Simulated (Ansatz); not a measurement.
Input and output for La (bcc type): DFT, PBE, all-electron LAPW, scalar-relativistic (Ansatz 0.2.0). This run: bcc relaxed under pressure.

The cell comes from a relaxation on PAW files under the same functional, begun from a prototype that needn't be the stable phase.

Command: `ansatz run input.yaml --threads 1 --pin off --max-ram 3584MiB --backend cpu --events-out ev --progress --plain --runs-dir out` It took 16 s on 1 thread of Arm Neoverse V2, on a shared host, peak memory 0.3 GiB.

```yaml
crystal:
  lattice:
    - [-1.9760582484, 1.9760582484, 1.9760582484]
    - [1.9760582484, -1.9760582484, 1.9760582484]
    - [1.9760582484, 1.9760582484, -1.9760582484]
  atoms:
    - { symbol: La, position: [0.0, 0.0, 0.0] }
kpoints:
  mp_grid: { grid: [14, 14, 14] }
scf:
  occupations: { method: fermi_dirac, width: 0.1 }
hamiltonian:
  xc: pbe
  pseudopotentials: { kind: all_electron, lapw: { basis_error: 0.0005 } }
output:
  forces: true
  stress: true
  eigenvalues: true
relax:
  f_tol: 0.005
  max_steps: 12
  cell: { p_target: 7.0, stress_tol: 0.03 }
```

Output:

```
The last accepted step is kept in <dir> (removed where the run ends without a failure and the disk answers)
LAPW: plane waves up to 6.539 Å⁻¹, error target 5.0e-4 eV per atom; small_component_spin mean_spin; La in spheres of 1.660 Å, 29 of its electrons in bands, Dirac shells [] (how accurate: hamiltonian.pseudopotentials.lapw.basis_error, Limitations)
Engine: ansatz 0.2.0
Pseudopotentials: kind: all_electron
Pseudopotential: La, LAPW, valence charge 29, lapw/all_electron/scalar/gaussian/La, Koelling and Harmon's equation, gaussian nucleus
Functional definition: PBE
  parameter kappa = 0.804
  parameter beta = 0.06672455060314922
  exchange = pbe_x(kappa = kappa, mu = beta*pi^2/3)
  correlation = pbe_c(beta = beta)
Crystal: 1 atoms, lattice volume = 30.864 Å³
Basis set: ecut = 162.88957201218042 eV, 141 PW (Γ), exchange–correlation at level 2
Bands: 19, of which v1, the nominal top of the filled ones, is band 15 counted from 1 (14 counted from 0)
Symmetry: 48 space group operations
Space group: Im-3m (ITA 229), of the structure as read, at distance tolerance 3.1e-5 Å
k-points: 104 of 2744
Non-local potential: La, projectors of the file, none
Initial density: superposition of atomic densities (chi_scale 0.1, normalization cell)
Initial wavefunctions: plane waves of lowest kinetic energy (no species holds an atomic orbital)
Functional: x = pbe(κ = 0.804, μ = 0.2195149727645171), c = pbe(β = 0.06672455060314922)
iter 1 solved again at ethr=8.41e-6 eV; its pass at ethr=1.00e-1 eV (dr2=2.44e-3 eV) is discarded
SCF iter   1: F=—  HF=-231107.994499 eV  |F-HF|=—  |Δ(HF+E_count)|=         —  Δρ=2.70e-3  dr2=2.44e-3  ethr=8.41e-6  ⟨swp⟩=4.1  Hψ=13936  notcnv=0
preconditioner: auto → Kerker (q_TF=auto, 2.700 Å⁻¹)  [metal: Δε(μ)=0.002 eV  Ē_g=12.774 eV  σ=0.100 eV  W_gap=0.01  n_scr=12 (ndim 8)  ℏωp=20.1 eV  f_vac=0.000  D(μ)=2.45/eV (n_scr^D=18)]
SCF iter   2: F=—  HF=-231107.985227 eV  |F-HF|=—  |Δ(HF+E_count)|=   9.27e-3  Δρ=1.55e-3  dr2=6.40e-4  ethr=8.41e-6  ⟨swp⟩=3.0  Hψ=6831  notcnv=0
SCF iter   3: F=—  HF=-231107.985360 eV  |F-HF|=—  |Δ(HF+E_count)|=   1.33e-4  Δρ=9.61e-4  dr2=2.48e-4  ethr=2.21e-6  ⟨swp⟩=2.0  Hψ=6377  notcnv=0
SCF iter   4: F=—  HF=-231107.985566 eV  |F-HF|=—  |Δ(HF+E_count)|=   2.05e-4  Δρ=4.57e-4  dr2=5.79e-5  ethr=8.54e-7  ⟨swp⟩=2.0  Hψ=6374  notcnv=0
iter 5 solved again at ethr=1.85e-8 eV; its pass at ethr=2.00e-7 eV (dr2=5.37e-6 eV) is discarded
SCF iter   5: F=—  HF=-231107.985605 eV  |F-HF|=—  |Δ(HF+E_count)|=   3.92e-5  Δρ=1.21e-4  dr2=5.36e-6  ethr=1.85e-8  ⟨swp⟩=2.0  Hψ=10472  notcnv=0
SCF iter   6: F=—  HF=-231107.985606 eV  |F-HF|=—  |Δ(HF+E_count)|=   1.36e-6  Δρ=2.57e-5  dr2=3.04e-7  ethr=1.85e-8  ⟨swp⟩=2.1  Hψ=6380  notcnv=0
SCF iter   7: F=-231107.985606 eV  HF=-231107.985606 eV  |F-HF|=1.41e-8  |Δ(HF+E_count)|=   2.50e-8  Δρ=1.13e-5  dr2=5.70e-8  ethr=1.05e-9  ⟨swp⟩=2.0  Hψ=6377  notcnv=0
the search or the solves at the SCF's close seem to have found levels that the self-consistency loop had missed (the run counts 1). By its estimate they hold 3.19e-11 electrons. The energies and the density leave them out; if the run goes on with those levels, later outputs use occupations computed again with them
SCF 1 converged in 7 iterations: F = -231107.985606 eV  dr2 = 5.70e-8
relax step   1: F+E_penalty+E_count = -231107.98560620 eV  Δ(F+E_penalty+E_count) = +0.000e0 eV  max|allowed force component| = 0.000e0 eV/Å  Δτ_max = 0.0000 Å  P = +7.046 GPa  Ω = 30.864 Å³  (7 SCF iters, accepted)
Crystal: 1 atoms, lattice volume = 30.896 Å³
Basis set: ecut = 162.77807571614386 eV, 141 PW (Γ), exchange–correlation at level 2
Initial density: handed on by an earlier stage of this run
Initial wavefunctions: those handed on with the density
iter 1 solved again at ethr=6.07e-10 eV; its pass at ethr=1.00e-1 eV (dr2=1.76e-7 eV) is discarded
SCF iter   1: F=—  HF=-231107.986997 eV  |F-HF|=—  |Δ(HF+E_count)|=         —  Δρ=1.17e-5  dr2=4.68e-8  ethr=6.07e-10  ⟨swp⟩=5.9  Hψ=11644  notcnv=0
preconditioner: auto → Kerker (q_TF=auto, 2.700 Å⁻¹)  [metal: Δε(μ)=0.010 eV  Ē_g=12.668 eV  σ=0.100 eV  W_gap=0.02  n_scr=12 (ndim 8)  ℏωp=20.0 eV  f_vac=0.000  D(μ)=2.51/eV (n_scr^D=18)]
SCF iter   2: F=-231107.986997 eV  HF=-231107.986997 eV  |F-HF|=1.69e-8  |Δ(HF+E_count)|=   2.77e-7  Δρ=1.09e-5  dr2=4.51e-8  ethr=1.62e-10  ⟨swp⟩=3.0  Hψ=6622  notcnv=0
SCF 2 converged in 2 iterations: F = -231107.986997 eV  dr2 = 4.51e-8
relax step   2: F+E_penalty+E_count = -231107.98699680 eV  Δ(F+E_penalty+E_count) = -1.391e-3 eV  max|allowed force component| = 0.000e0 eV/Å  Δτ_max = 0.0000 Å  P = +7.003 GPa  Ω = 30.896 Å³  (2 SCF iters, accepted)
iter 1 solved again at ethr=1.16e-9 eV; its pass at ethr=1.00e-1 eV (dr2=3.37e-7 eV) is discarded
SCF iter   1: F=—  HF=-231107.986997 eV  |F-HF|=—  |Δ(HF+E_count)|=         —  Δρ=1.09e-5  dr2=4.32e-8  ethr=1.16e-9  ⟨swp⟩=7.5  Hψ=12458  notcnv=0
SCF iter   2: F=-231107.986997 eV  HF=-231107.986997 eV  |F-HF|=7.83e-9  |Δ(HF+E_count)|=   2.40e-7  Δρ=8.12e-6  dr2=2.58e-8  ethr=1.49e-10  ⟨swp⟩=2.8  Hψ=6516  notcnv=0
SCF 3 converged in 2 iterations: F = -231107.986997 eV  dr2 = 2.58e-8
relax step   3: F+E_penalty+E_count = -231107.98699682 eV  Δ(F+E_penalty+E_count) = -1.758e-8 eV  max|allowed force component| = 0.000e0 eV/Å  Δτ_max = 0.0000 Å  P = +7.003 GPa  Ω = 30.896 Å³  stress off target by 3.45e-3 GPa  SCF on the basis re-selected at this cell (its energy is not comparable with the rows above)  (2 SCF iters)
basis re-selected at this cell: Δ(F+E_penalty+E_count) = -1.758e-8 eV, ΔP = +0.000 GPa vs the last step (what re-selecting the basis moved, after the strain that the cell walked since its last selection, with what the two solves' SCF thresholds leave and, on support functions, any second-order correction that the steps lacked; it is no measure of the basis error at this ecutwfc). This SCF's stress stands 3.45e-3 GPa from its target on what of the cell is left free (relax.cell.stress_tol is 3.00e-2 GPa) and its largest allowed force component is 0.00e0 eV/Å (relax.f_tol is 5.00e-3 eV/Å): within both
SCF converged after 2 iterations
Free energy (F): -231107.986997 eV
Harris-Foulkes:  -231107.986997 eV  (|F-HF|=7.83e-9)
Internal energy: -231107.908635 eV  (E = F + TS)
E sigma→0 (E₀):  -231107.947816 eV
Entropy (-TS):   -0.078361 eV (-78.361 meV/atom)
Fermi energy:    17.133507 eV
--- Per-component energies (eV) ---
  E_band       = -2307.348951
  E_kinetic    = 246831.539578
  E_xc         = -5552.193123
  E_electrostatic = -472387.255090  (all electrons and nuclei)
  E_smearing   = -0.078361  (= −TS)
  E_closure    = 0.000000  (closes the sum)
  E_atoms      = -231103.356420  (free atoms, spherical and without spin; not in F)
  Σ components = -231107.986997   (vs F -231107.986997, Δ=0.00e0)
  Basis errors (estimates in eV, not in F): energy 1.4e-4 per atom: plane waves 1.2e-4 (6.5e-5 summed), levels above the bands 9.9e-12, relativity 9.9e-9, radial functions 2.2e-5, core shells 4.3e-12; eigenvalues (radial functions only) 1.4e-7; not estimated: angular momenta, meshes, grids; target (lapw.basis_error) 5.0e-4; muffin-tin radii La 1.661 Å
--- Forces (eV/Å), atoms counted from 1 ---
  atom   1  La     0.00000000    -0.00000000     0.00000000
  max |Σ_I F_I| component: 4.93e-32 eV/Å
--- Stress (GPa, compression-positive) ---
        7.003453       0.000000       0.000000
        0.000000       7.003453      -0.000000
        0.000000      -0.000000       7.003453
  P = ⅓ Tr σ = 7.0035 GPa (70.035 kbar)
--- Band table (eV; the first three rows and the last of 104) ---
  k-point 0: bands = ["-241.9255", "-175.5091", "-175.5091", "-175.5091", "-79.4982", "-79.4982", "-79.4982", "-79.4929", "-79.4929", "-15.5281", "2.0048", "2.0048", "2.0048", "14.2301", "18.8271", "18.8271", "18.8271", "18.8303", "18.8303"]
  k-point 1: bands = ["-241.9255", "-175.5091", "-175.5091", "-175.5091", "-79.4982", "-79.4982", "-79.4981", "-79.4929", "-79.4929", "-15.5084", "1.8690", "1.9666", "2.0025", "14.4419", "18.4430", "18.4496", "18.8171", "18.9113", "19.1332"]
  k-point 2: bands = ["-241.9255", "-175.5091", "-175.5091", "-175.5091", "-79.4982", "-79.4981", "-79.4981", "-79.4930", "-79.4930", "-15.4526", "1.5059", "1.8617", "1.9959", "14.9812", "18.0336", "18.0401", "18.7956", "19.0767", "19.3324"]
  k-point 103: bands = ["-241.9255", "-175.5091", "-175.5091", "-175.5091", "-79.4977", "-79.4977", "-79.4977", "-79.4931", "-79.4931", "-14.8213", "0.4854", "0.4854", "0.4854", "14.6834", "14.6834", "19.0683", "19.3523", "19.3523", "19.3523"]
--- Relaxed structure (2 steps of the walk, 2 accepted, 1 SCFs on fresh bases) ---
  F+E_penalty+E_count = -231107.98699682 eV   max|allowed force component| = 0.000e0 eV/Å   (the final SCF, on the basis selected at the relaxed cell)
  cell:  # Å, volume = 30.8962 Å³
    - [-1.9767348919200627, 1.9767348919200627, 1.9767348919200627]
    - [1.9767348919200627, -1.9767348919200627, 1.9767348919200627]
    - [1.9767348919200627, 1.9767348919200627, -1.9767348919200627]
  atoms:
    - { symbol: La, position: [0.0, 0.0, 0.0] }
```

Next run (hcp relaxed under pressure), as changes to the input before:

```diff
   lattice:
-    - [-1.9760582484, 1.9760582484, 1.9760582484]
-    - [1.9760582484, -1.9760582484, 1.9760582484]
-    - [1.9760582484, 1.9760582484, -1.9760582484]
+    - [3.4839072914, 0.0, 0.0]
+    - [-1.7419536458, 3.0171522188, 0.0]
+    - [0.0, 0.0, 5.7585736]
   atoms:
-    - { symbol: La, position: [0.0, 0.0, 0.0] }
+    - { symbol: La, position: [0.3333333333, 0.6666666667, 0.25] }
+    - { symbol: La, position: [0.6666666667, 0.3333333333, 0.75] }
 kpoints:
-  mp_grid: { grid: [14, 14, 14] }
+  mp_grid: { grid: [13, 13, 7] }
 scf:
```

Command: `ansatz run input.yaml --threads 1 --pin off --max-ram 3584MiB --backend cpu --events-out ev --progress --plain --runs-dir out` It took 46 s on 1 thread of Arm Neoverse V2, with other jobs on the host, peak memory 0.41 GiB.

Results part of the output:

```
basis re-selected at this cell: Δ(F+E_penalty+E_count) = +2.668e-7 eV, ΔP = +0.000 GPa vs the last step (what re-selecting the basis moved, after the strain that the cell walked since its last selection, with what the two solves' SCF thresholds leave and, on support functions, any second-order correction that the steps lacked; it is no measure of the basis error at this ecutwfc). This SCF's stress stands 1.74e-3 GPa from its target on what of the cell is left free (relax.cell.stress_tol is 3.00e-2 GPa) and its largest allowed force component is 8.79e-17 eV/Å (relax.f_tol is 5.00e-3 eV/Å): within both
SCF converged after 2 iterations
Free energy (F): -462216.124884 eV
Harris-Foulkes:  -462216.124884 eV  (|F-HF|=2.04e-9)
Internal energy: -462216.022786 eV  (E = F + TS)
E sigma→0 (E₀):  -462216.073835 eV
Entropy (-TS):   -0.102098 eV (-51.049 meV/atom)
Fermi energy:    17.549819 eV
--- Per-component energies (eV) ---
  E_band       = -4589.163587
  E_kinetic    = 493662.940059
  E_xc         = -11104.960133
  E_electrostatic = -944774.002713  (all electrons and nuclei)
  E_smearing   = -0.102098  (= −TS)
  E_closure    = 0.000000  (closes the sum)
  E_atoms      = -462206.712841  (free atoms, spherical and without spin; not in F)
  Σ components = -462216.124884   (vs F -462216.124884, Δ=0.00e0)
[... lines left out ...]
       -0.000000       7.001737       0.000000
       -0.000000       0.000000       6.999447
  P = ⅓ Tr σ = 7.0010 GPa (70.010 kbar)
--- Band table (eV; the first three rows and the last of 84) ---
  k-point 0: bands = ["-241.4445", "-241.4445", "-175.0367", "-175.0367", "-175.0279", "-175.0279", "-175.0279", "-175.0279", "-79.0264", "-79.0264", "-79.0262", "-79.0262", "-79.0247", "-79.0246", "-79.0190", "-79.0190", "-79.0190", "-79.0190", "-15.1282", "-14.7200", "0.0586", "2.1865", "2.1865", "2.4383", "2.4752", "2.4752", "14.6522", "15.6073", "18.5596", "19.0251", "19.0251", "19.2331", "19.3410", "19.4926", "19.4926"]
  k-point 1: bands = ["-241.4445", "-241.4445", "-175.0367", "-175.0367", "-175.0279", "-175.0279", "-175.0279", "-175.0279", "-79.0264", "-79.0264", "-79.0262", "-79.0262", "-79.0247", "-79.0246", "-79.0190", "-79.0190", "-79.0190", "-79.0190", "-15.1092", "-14.7415", "0.1597", "2.2004", "2.2004", "2.2961", "2.4605", "2.4605", "14.8555", "15.6670", "18.5097", "19.0157", "19.0157", "19.0374", "19.2503", "19.4368", "19.4368"]
  k-point 2: bands = ["-241.4445", "-241.4445", "-175.0367", "-175.0367", "-175.0279", "-175.0279", "-175.0279", "-175.0279", "-79.0264", "-79.0264", "-79.0262", "-79.0262", "-79.0247", "-79.0246", "-79.0190", "-79.0190", "-79.0190", "-79.0190", "-15.0552", "-14.8009", "0.4495", "1.9165", "2.2396", "2.2396", "2.4196", "2.4196", "15.3656", "15.8226", "18.2909", "18.9871", "18.9898", "19.0131", "19.0131", "19.3098", "19.3098"]
  k-point 83: bands = ["-241.4445", "-241.4445", "-175.0367", "-175.0367", "-175.0279", "-175.0279", "-175.0279", "-175.0279", "-79.0264", "-79.0264", "-79.0263", "-79.0263", "-79.0245", "-79.0245", "-79.0189", "-79.0189", "-79.0188", "-79.0188", "-14.5973", "-14.5883", "0.4929", "0.4995", "0.9262", "1.0696", "1.9790", "2.0232", "16.5675", "16.6321", "17.1337", "17.6019", "18.8006", "18.8921", "19.2911", "19.3156", "19.5861"]
--- Relaxed structure (2 steps of the walk, 2 accepted, 1 SCFs on fresh bases) ---
  F+E_penalty+E_count = -462216.12488354 eV   max|allowed force component| = 8.789e-17 eV/Å   (the final SCF, on the basis selected at the relaxed cell)
  cell:  # Å, volume = 60.6067 Å³
    - [3.485255595578443, 5.775735766529453e-11, 0.0]
    - [-1.7426277978392408, 3.0183198844239167, 0.0]
    - [0.0, 0.0, 5.761306764823974]
  atoms:
    - { symbol: La, position: [0.3333333333333333, 0.6666666666666666, 0.25] }
    - { symbol: La, position: [0.6666666666666665, 0.33333333333333337, 0.75] }
```

Next run (diamond relaxed under pressure), as changes to the input before:

```diff
   lattice:
-    - [3.4839072914, 0.0, 0.0]
-    - [-1.7419536458, 3.0171522188, 0.0]
-    - [0.0, 0.0, 5.7585736]
+    - [0.0, 3.2162381059, 3.2162381059]
+    - [3.2162381059, 0.0, 3.2162381059]
+    - [3.2162381059, 3.2162381059, 0.0]
   atoms:
-    - { symbol: La, position: [0.3333333333, 0.6666666667, 0.25] }
-    - { symbol: La, position: [0.6666666667, 0.3333333333, 0.75] }
+    - { symbol: La, position: [-0.125, -0.125, -0.125] }
+    - { symbol: La, position: [0.125, 0.125, 0.125] }
 kpoints:
-  mp_grid: { grid: [13, 13, 7] }
+  mp_grid: { grid: [10, 10, 10] }
 scf:
```

Command: `ansatz run input.yaml --threads 1 --pin off --max-ram 3584MiB --backend cpu --events-out ev --progress --plain --runs-dir out` It took 60 s on 1 thread of Arm Neoverse V2, with other jobs on the host, peak memory 0.39 GiB.

Results part of the output:

```
basis re-selected at this cell: Δ(F+E_penalty+E_count) = +1.339e-8 eV, ΔP = -0.000 GPa vs the last step (what re-selecting the basis moved, after the strain that the cell walked since its last selection, with what the two solves' SCF thresholds leave and, on support functions, any second-order correction that the steps lacked; it is no measure of the basis error at this ecutwfc). This SCF's stress stands 5.23e-4 GPa from its target on what of the cell is left free (relax.cell.stress_tol is 3.00e-2 GPa) and its largest allowed force component is 1.30e-16 eV/Å (relax.f_tol is 5.00e-3 eV/Å): within both
SCF converged after 2 iterations
Free energy (F): -462214.255180 eV
Harris-Foulkes:  -462214.255180 eV  (|F-HF|=4.07e-9)
Internal energy: -462214.200627 eV  (E = F + TS)
E sigma→0 (E₀):  -462214.227903 eV
Entropy (-TS):   -0.054552 eV (-27.276 meV/atom)
Fermi energy:    15.321670 eV
--- Per-component energies (eV) ---
  E_band       = -4717.826252
  E_kinetic    = 493658.500028
  E_xc         = -11109.001412
  E_electrostatic = -944763.699244  (all electrons and nuclei)
  E_smearing   = -0.054552  (= −TS)
  E_closure    = 0.000000  (closes the sum)
  E_atoms      = -462206.712841  (free atoms, spherical and without spin; not in F)
  Σ components = -462214.255180   (vs F -462214.255180, Δ=0.00e0)
[... lines left out ...]
       -0.000000       6.999477      -0.000000
       -0.000000      -0.000000       6.999477
  P = ⅓ Tr σ = 6.9995 GPa (69.995 kbar)
--- Band table (eV; the first three rows and the last of 47) ---
  k-point 0: bands = ["-243.4510", "-243.4509", "-177.0542", "-177.0542", "-177.0542", "-177.0540", "-177.0540", "-177.0540", "-81.0867", "-81.0867", "-81.0867", "-81.0799", "-81.0799", "-81.0799", "-81.0684", "-81.0684", "-81.0654", "-81.0654", "-18.3204", "-16.0030", "-2.5231", "-2.5231", "-2.5231", "0.0385", "0.0385", "0.0385", "13.0127", "14.4895", "14.4895", "16.3149", "16.3149", "16.3149", "17.1038", "17.1038", "17.1038"]
  k-point 1: bands = ["-243.4509", "-243.4509", "-177.0542", "-177.0542", "-177.0542", "-177.0540", "-177.0540", "-177.0540", "-81.0867", "-81.0867", "-81.0866", "-81.0800", "-81.0799", "-81.0799", "-81.0683", "-81.0683", "-81.0654", "-81.0654", "-18.2848", "-16.0548", "-2.5621", "-2.5621", "-2.5218", "0.0751", "0.0953", "0.0953", "13.1982", "14.3844", "14.3844", "16.2723", "16.5360", "16.5360", "17.0493", "17.0493", "17.0778"]
  k-point 2: bands = ["-243.4509", "-243.4509", "-177.0542", "-177.0542", "-177.0542", "-177.0540", "-177.0540", "-177.0540", "-81.0868", "-81.0868", "-81.0864", "-81.0802", "-81.0798", "-81.0798", "-81.0681", "-81.0681", "-81.0656", "-81.0656", "-18.1833", "-16.1982", "-2.6571", "-2.6571", "-2.5250", "0.1839", "0.2372", "0.2372", "13.6576", "14.2387", "14.2387", "16.2481", "16.6161", "16.8254", "16.8254", "16.9844", "16.9844"]
  k-point 46: bands = ["-243.4509", "-243.4509", "-177.0542", "-177.0542", "-177.0541", "-177.0541", "-177.0540", "-177.0540", "-81.0874", "-81.0874", "-81.0833", "-81.0833", "-81.0793", "-81.0793", "-81.0669", "-81.0669", "-81.0668", "-81.0668", "-17.2701", "-17.2701", "-3.2563", "-3.2563", "-1.0357", "-1.0357", "1.1307", "1.1307", "13.2678", "13.2678", "15.3641", "15.3641", "16.5246", "16.5246", "16.8932", "16.8932", "17.4460"]
--- Relaxed structure (3 steps of the walk, 2 accepted, 1 SCFs on fresh bases) ---
  F+E_penalty+E_count = -462214.25517972 eV   max|allowed force component| = 1.295e-16 eV/Å   (the final SCF, on the basis selected at the relaxed cell)
  cell:  # Å, volume = 66.5784 Å³
    - [-5.095372032895589e-35, 3.2168776345895944, 3.2168776345895944]
    - [3.2168776345895944, -1.655995910691067e-34, 3.2168776345895944]
    - [3.2168776345895944, 3.2168776345895944, 8.916901057567281e-35]
  atoms:
    - { symbol: La, position: [-0.12500000000000003, -0.12500000000000003, -0.12500000000000003] }
    - { symbol: La, position: [0.12500000000000003, 0.12500000000000003, 0.12500000000000003] }
```

Spin–orbit coupling is left out, which matters for the heavy atoms.
